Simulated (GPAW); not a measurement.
Runs of GPAW 26.7.0 on As. The structure is hexagonal, space group P6/mmm (No. 191). The conventional cell has a = 4.566 Å, b = 4.566 Å, c = 2.834 Å, α = 90.00°, β = 90.00°, γ = 120.00°. As (site symmetry -6m2) is surrounded by 5 As at 2.64 to 2.83 Å. The cell was built by a generator and needn't be a form met in nature.

| level | gap on the mesh (eV) | pressure (GPa) | relaxed volume (Å³/atom) |
| --- | --- | --- | --- |
| revPBE | none | 0.0 | (b) |
| revPBE+D3(op) | none | 0.0 | 24.10 |
| revPBE+D3 | none | 0.0 | 24.83 |
| revPBE+D4 | none | 0.0 | (a) |
| revPBE+D3(BJ)+ATM | none | 0.0 | 23.93 |

Alike in all rows: task relaxation of cell and atoms; potentials or basis the program's PAW data sets (release 1.2.1) made for this functional, pw; no spin polarisation; cell relaxed; k mesh 6 × 6 × 8; cutoff (eV) 600; smearing fermi-dirac 0.05 eV.

**Question.** Fill in the values left out.

**Answer.** (a) 23.95; (b) 25.82.

Caveats: later steps reuse the first step's grids; pairwise dispersion overbinds metals, which lowers pressure and volume (some runs).

A k mesh can miss the band edges, and the runs leave out spin-orbit coupling on As.

A gap of «none» marks a metal or a gap under the smearing width.

Runs at the PBE level aren't shown here.
